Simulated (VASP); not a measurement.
## Ho: atomic charges with r2SCAN+D4+U

Crystal: Ho.

```
Ho
1.0
     3.98104    0.00000    0.00000
     0.00000    3.98104    0.00000
     0.00000    0.00000    3.98104
Ho
2
Direct
  0.00000 0.00000 0.00000
  0.50000 0.50000 0.50000
```

This isn't the form of Ho at room conditions, which is hcp.

| Item | Value |
| --- | --- |
| Program | VASP 6.6.1 |
| Task | atomic charges |
| Functional | r2SCAN |
| Dispersion | D4 |
| Potentials or basis | VASP PAW PBE potentials, release 64 (Ho_3), 4f in core |
| Cutoff | 520 eV |
| k mesh | 7 × 7 × 7 |
| Occupations | gaussian, width 0.01 eV |
| Spin | collinear spin, ferrimagnetic start |
| Starting moments | [4.0, -2.0] μB |
| Hubbard terms | Ho f U = 6 eV, J = 0.5 eV |
| LDAUTYPE | 2 |
| Hund's J | 0.5 |
| Supercell matrix | [0, 1, 1, 1, 0, 1, 1, 1, 0] |
| Further INCAR settings | ALGO = Normal; EDIFF = 1e-06 |

| Item | Value |
| --- | --- |
| Pressure | -0.6 GPa |
| Band gap on the k mesh | none (metal or under the smearing width) |
| Net moment | 0.12 μB per cell |
| Site moments | Ho +0.05, +0.04 μB |
| Valence electrons inside the program's atomic spheres | Ho 8.05 |
| Dispersion energy per atom | -0.059 eV |

Levels at points of the mesh, in eV from the Fermi level:
Spin up:
```tsv
k point	band 5	band 6	band 7	band 8	band 9	band 10	band 11	band 12	band 13	band 14
(0.00, 0.00, 0.00)	-24.83	-24.83	-5.66	-1.75	-1.75	2.12	2.12	2.12	4.23	4.23
```
Spin down:
```tsv
k point	band 7	band 8	band 9	band 10	band 11	band 12
(0.00, 0.00, 0.00)	-5.60	-1.74	-1.74	2.19	2.19	2.19
```

Eigenvalues of the final occupation matrices:
```tsv
site	spin	trace	eigenvalues
site 1 f	1	0.00	0.00 0.00 0.00 0.00 0.00 0.00 0.00
site 1 f	2	0.00	0.00 0.00 0.00 0.00 0.00 0.00 0.00
site 2 f	1	0.00	0.00 0.00 0.00 0.00 0.00 0.00 0.00
site 2 f	2	0.00	0.00 0.00 0.00 0.00 0.00 0.00 0.00
```

It took 89 s on 1 thread of Intel(R) Xeon(R) 6975P-C (Granite Rapids) (shared host), peak memory 0.21 GiB.

Caveat: the magnetic or orbital state may not be the lowest; U is put on an f shell that these potentials keep in the core, so it has next to no effect; the PAW data sets were made with another functional, which shifts forces and pressure a little; spin-orbit coupling is left out, which moves the levels of the heavy elements; the 4f electrons are frozen in the core as for a trivalent ion, so they carry no moment and show no levels; pairwise dispersion overbinds metals, which lowers pressure and volume. The state reached can hang on the start; a lower one may exist.
